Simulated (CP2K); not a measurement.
# Ga (Pm-3m) in CP2K: notebook, part 2 of 2

CP2K 2026.2. The steps go on from the part before.

## Step 4: Relaxation of cell and atoms, PBEsol, target pressure 30 GPa, at which the enthalpy is minimised

The input, ga_vcrelax.inp:

```
&GLOBAL
  PROJECT ga_vcrelax
  RUN_TYPE CELL_OPT
  PRINT_LEVEL LOW
&END GLOBAL
&FORCE_EVAL
  METHOD QS
  STRESS_TENSOR ANALYTICAL
  &DFT
    BASIS_SET_FILE_NAME BASIS_MOLOPT_UZH
    POTENTIAL_FILE_NAME POTENTIAL_UZH
    &MGRID
      CUTOFF 450
      REL_CUTOFF 60
      NGRIDS 5
    &END MGRID
    &QS
      METHOD GPW
      EPS_DEFAULT 1.0E-9
      EXTRAPOLATION USE_PREV_P
    &END QS
    &KPOINTS
      SCHEME MONKHORST-PACK 8 8 8
      GAMMA_CENTERED T
    &END KPOINTS
    &SCF
      SCF_GUESS ATOMIC
      EPS_SCF 1.0E-6
      MAX_SCF 100
      ADDED_MOS 8
      CHOLESKY OFF
      EPS_EIGVAL 1.0E-7
      &DIAGONALIZATION ON
        ALGORITHM STANDARD
      &END DIAGONALIZATION
      &MIXING ON
        METHOD BROYDEN_MIXING
        ALPHA 0.4
        BETA 1.5
        NBUFFER 8
      &END MIXING
      &SMEAR ON
        METHOD FERMI_DIRAC
        ELECTRONIC_TEMPERATURE 580.23
      &END SMEAR
    &END SCF
    &XC
      &XC_FUNCTIONAL
        &GGA_X_PBE_SOL
        &END GGA_X_PBE_SOL
        &GGA_C_PBE_SOL
        &END GGA_C_PBE_SOL
      &END XC_FUNCTIONAL
    &END XC
    &PRINT
      &KPOINTS ON
      &END KPOINTS
      &MULLIKEN ON
        &EACH
          CELL_OPT 0
        &END EACH
        ADD_LAST NUMERIC
      &END MULLIKEN
      &MO ON
        ENERGIES T
        OCCUPATION_NUMBERS T
        &EACH
          QS_SCF 0
          CELL_OPT 0
        &END EACH
        ADD_LAST NUMERIC
      &END MO
    &END PRINT
  &END DFT
  &SUBSYS
    &CELL
      A 2.7164800000 0.0000000000 0.0000000000
      B 0.0000000000 2.7164800000 0.0000000000
      C 0.0000000000 0.0000000000 2.7164800000
      PERIODIC XYZ
    &END CELL
    &COORD
      Ga  0.0000000000 0.0000000000 0.0000000000
    &END COORD
    &KIND Ga
      BASIS_SET DZVP-MOLOPT-PBE-GTH-q13
      POTENTIAL GTH-PBE-q13
    &END KIND
    &PRINT
      &ATOMIC_COORDINATES ON
      &END ATOMIC_COORDINATES
      &CELL ON
      &END CELL
      &SYMMETRY ON
      &END SYMMETRY
    &END PRINT
  &END SUBSYS
  &PRINT
    &FORCES ON
    &END FORCES
    &STRESS_TENSOR ON
    &END STRESS_TENSOR
  &END PRINT
&END FORCE_EVAL
&MOTION
  &CELL_OPT
    OPTIMIZER BFGS
    MAX_ITER 40
    MAX_FORCE [eV*angstrom^-1] 0.05
    RMS_FORCE [eV*angstrom^-1] 0.05
    MAX_DR 1.0E-2
    RMS_DR 1.0E-2
    EXTERNAL_PRESSURE [bar] 300000.0
    PRESSURE_TOLERANCE [bar] 300
    KEEP_SPACE_GROUP T
  &END CELL_OPT
  &PRINT
    &TRAJECTORY ON
    &END TRAJECTORY
    &CELL ON
    &END CELL
    &FORCES ON
    &END FORCES
    &STRESS ON
    &END STRESS
    &RESTART OFF
    &END RESTART
    &RESTART_HISTORY OFF
    &END RESTART_HISTORY
  &END PRINT
&END MOTION
```

Potentials or basis: POTENTIAL_UZH Ga GTH-PBE-q13; DZVP-MOLOPT-PBE-GTH basis.

Run with:

```sh
> OMP_NUM_THREADS=1 cp2k.psmp -i ga_vcrelax.inp -o ga_vcrelax.out
```

ga_vcrelax.out:

```text

 CP2K| version string:                                       CP2K version 2026.2
 CP2K| Input file name                                            ga_vcrelax.inp

 GLOBAL| Force Environment number                                              1
 GLOBAL| Basis set file name                                    BASIS_MOLOPT_UZH
 GLOBAL| Potential file name                                       POTENTIAL_UZH
 GLOBAL| MM Potential file name                                     MM_POTENTIAL
 GLOBAL| Coordinate file name                                      __STD_INPUT__
 GLOBAL| Method name                                                        CP2K
 GLOBAL| Project name                                                 ga_vcrelax
 GLOBAL| Run type                                                       CELL_OPT
 GLOBAL| FFT library                                                       FFTW3
 GLOBAL| Diagonalization library                                       ScaLAPACK
[... 5 lines left out ...]
 GLOBAL| Total number of message passing processes                             1
 GLOBAL| Number of threads for this process                                    1
 GLOBAL| CPU model name                                                  UNKNOWN

 CELL| Volume [angstrom^3]:                                            20.045622
 CELL| Vector a [angstrom]:       2.716     0.000     0.000   |a| =     2.716480
 CELL| Vector b [angstrom]:       0.000     2.716     0.000   |b| =     2.716480
 CELL| Vector c [angstrom]:       0.000     0.000     2.716   |c| =     2.716480
 CELL| Angle (b,c), alpha [degree]:                                    90.000000
 CELL| Angle (a,c), beta  [degree]:                                    90.000000
 CELL| Angle (a,b), gamma [degree]:                                    90.000000
 CELL| Numerically orthorhombic:                                             YES
[... 884 lines left out ...]

 write_final_structure: Done!

                    Reevaluating energy at the minimum

 CELL| Volume [angstrom^3]:                                            14.438453
 CELL| Vector a [angstrom]:       2.435     0.000     0.000   |a| =     2.435044
 CELL| Vector b [angstrom]:       0.000     2.435     0.000   |b| =     2.435044
 CELL| Vector c [angstrom]:       0.000     0.000     2.435   |c| =     2.435044
 CELL| Angle (b,c), alpha [degree]:                                    90.000000
 CELL| Angle (a,c), beta  [degree]:                                    90.000000
 CELL| Angle (a,b), gamma [degree]:                                    90.000000
 CELL| Numerically orthorhombic:                                             YES
 CELL| Periodicity                                                           XYZ
[... 313 lines left out ...]
 MO|      4              -0.251858              -6.853410               2.000000
 MO|      5              -0.244231              -6.645873               2.000000
 MO|      6               0.070076               1.906862               2.000000
 MO|      7               0.317701               8.645083               0.000001
 MO|      8               0.527125              14.343800               0.000000
 MO|      9               0.624627              16.996968               0.000000
 MO|     10               0.860410              23.412957               0.000000
 MO|     11               0.885664              24.100154               0.000000
 MO|     12               1.129651              30.739376               0.000000
 MO|     13               1.460283              39.736326               0.000000
 MO|     14               1.531674              41.678976               0.000000
 MO|     15               1.678803              45.682550               0.000000
 MO| Sum:                                                              12.000001
 MO| E(Fermi):            0.291259 a.u.          7.925574 eV

 [... the levels of further k-points ...]

 !-----------------------------------------------------------------------------!
                     Mulliken Population Analysis

 #  Atom  Element  Kind  Atomic population                           Net charge
       1     Ga       1         13.000000                              0.000000
 # Total charge                             13.000000                  0.000000

 !-----------------------------------------------------------------------------!

 ENERGY| Total FORCE_EVAL ( QS ) energy [hartree]            -74.419340717881411
```

Wall time 4.8 min (1 thread of Arm Neoverse N1, shared host); peak memory 0.24 GiB.

Results:

- Free energy: -2025.0532 eV
- Relaxed volume: 14.44 Å³/atom
- Relaxed cell: a = 2.435 Å, b = 2.435 Å, c = 2.435 Å, α = 90.00°, β = 90.00°, γ = 90.00°
- Space group after relaxing (to 0.05 Å): Pm-3m (No. 221)
- Energy change on relaxing (the enthalpy is what falls): +334.9 meV/atom
- Ionic steps: 7
- Pressure after relaxing: 30.0 GPa
- Band gap on the k mesh: none (metal or under the smearing width)

Step by step:
```csv
step,energy change (eV),largest force (eV/Å),volume (Å³)
1,0.0000,0.0001,20.05
2,-0.0031,0.0001,19.71
3,0.2833,0.0000,14.73
4,0.3607,0.0000,14.30
5,0.3335,0.0000,14.45
6,0.3349,0.0000,14.44
7,0.3349,0.0000,14.44
```

Final structure:
```
Ga
1.0
     2.43504    0.00000    0.00000
     0.00000    2.43504    0.00000
     0.00000    0.00000    2.43504
Ga
1
Cartesian
  0.0000 0.0000 0.0000
```

Caveat: the volume moved by over 15 % at a fixed basis, so the end points are rough; the potentials were made for another functional, which shifts forces and pressure; the basis of atomic orbitals isn't converged, which shifts pressures, moduli and gaps.

## Step 5: Relaxation of cell and atoms, PBEsol, target pressure 5 GPa, at which the enthalpy is minimised

Changes to ga_vcrelax.inp since step 4:

```diff
@@ -112,3 +112,3 @@
     RMS_DR 1.0E-2
-    EXTERNAL_PRESSURE [bar] 300000.0
+    EXTERNAL_PRESSURE [bar] 50000.0
     PRESSURE_TOLERANCE [bar] 300
```

Run with:

```sh
> OMP_NUM_THREADS=1 cp2k.psmp -i ga_vcrelax.inp -o ga_vcrelax.out
```

Wall time 3.6 min (1 thread of Arm Neoverse N1, shared host); peak memory 0.25 GiB.

Results (log left out):

```yaml
Free_energy: -2025.3729 eV
Relaxed_volume: 17.77 Å³/atom
Relaxed_cell: a = 2.609 Å, b = 2.609 Å, c = 2.609 Å, α = 90.00°, β = 90.00°, γ = 90.00°
Space_group_after_relaxing_to_0.05_Å: Pm-3m (No. 221)
Energy_change_on_relaxing_the_enthalpy_is_what_falls: +15.3 meV/atom
Ionic_steps: 6
Pressure_after_relaxing: 5.0 GPa
Band_gap_on_the_k_mesh: none (metal or under the smearing width)
```

Step by step:
| step | energy change (eV) | largest force (eV/Å) | volume (Å³) |
| --- | --- | --- | --- |
| 1 | 0.0000 | 0.0001 | 20.05 |
| 2 | -0.0008 | 0.0001 | 19.97 |
| 3 | 0.0215 | 0.0000 | 17.58 |
| 4 | 0.0134 | 0.0000 | 17.83 |
| 5 | 0.0153 | 0.0000 | 17.77 |
| 6 | 0.0153 | 0.0000 | 17.77 |

Final structure:
```xyz
1
Lattice="2.6093 0.0000 0.0000 0.0000 2.6093 0.0000 0.0000 0.0000 2.6093" Properties=species:S:1:pos:R:3 pbc="T T T"
Ga    0.0000    0.0000    0.0000
```

Levels at points of the mesh, in eV from the Fermi level:
| k point | band 3 | band 4 | band 5 | band 6 | band 7 | band 8 | band 9 | band 10 | band 11 | band 12 |
| --- | --- | --- | --- | --- | --- | --- | --- | --- | --- | --- |
| (0.00, 0.00, 0.00) | -14.02 | -14.02 | -14.02 | -11.06 | 10.17 | 10.17 | 10.17 | 14.71 | 14.71 | 33.97 |
| (0.00, 0.00, 0.50) | -14.21 | -14.21 | -14.00 | -6.01 | -4.36 | 14.18 | 14.18 | 18.14 | 19.90 | 21.46 |
| (0.00, 0.50, 0.00) | -14.21 | -14.21 | -14.00 | -6.01 | -4.36 | 14.18 | 14.18 | 18.14 | 19.90 | 21.46 |
| (0.00, 0.50, 0.50) | -14.18 | -14.18 | -13.83 | -0.77 | -0.49 | -0.49 | 5.86 | 18.41 | 24.30 | 24.30 |
| (0.50, 0.00, 0.00) | -14.21 | -14.21 | -14.00 | -6.01 | -4.36 | 14.18 | 14.18 | 18.14 | 19.90 | 21.46 |
| (0.50, 0.00, 0.50) | -14.18 | -14.18 | -13.83 | -0.77 | -0.49 | -0.49 | 5.86 | 18.41 | 24.30 | 24.30 |
| (0.50, 0.50, 0.00) | -14.18 | -14.18 | -13.83 | -0.77 | -0.49 | -0.49 | 5.86 | 18.41 | 24.30 | 24.30 |
| (0.50, 0.50, 0.50) | -14.49 | -13.82 | -13.82 | 3.25 | 3.25 | 3.25 | 5.63 | 10.55 | 10.55 | 10.55 |

Caveat: the potentials were made for another functional, which shifts forces and pressure; the basis of atomic orbitals isn't converged, which shifts pressures, moduli and gaps.

## Step 6: Overview

```csv
cell,target pressure (GPa),gap on the mesh (eV),pressure (GPa)
relaxed,0 GPa,none,0.0
relaxed to 10 GPa,10 GPa,none,10.0
relaxed to 30 GPa,30 GPa,none,30.0
relaxed to 5 GPa,5 GPa,none,5.0
```

Alike in all rows: task relaxation of cell and atoms; level PBEsol; potentials or basis POTENTIAL_UZH Ga GTH-PBE-q13; DZVP-MOLOPT-PBE-GTH basis; no spin polarisation; k mesh 8 × 8 × 8; smearing fermi-dirac 0.05 eV.

Caveats: the potentials were made for another functional, which shifts forces and pressure; the basis of atomic orbitals isn't converged, which shifts pressures, moduli and gaps; the volume moved by over 15 % at a fixed basis, so the end points are rough (some runs).

Total energies depend on the potentials used, so only differences within one code and one set of settings carry meaning.
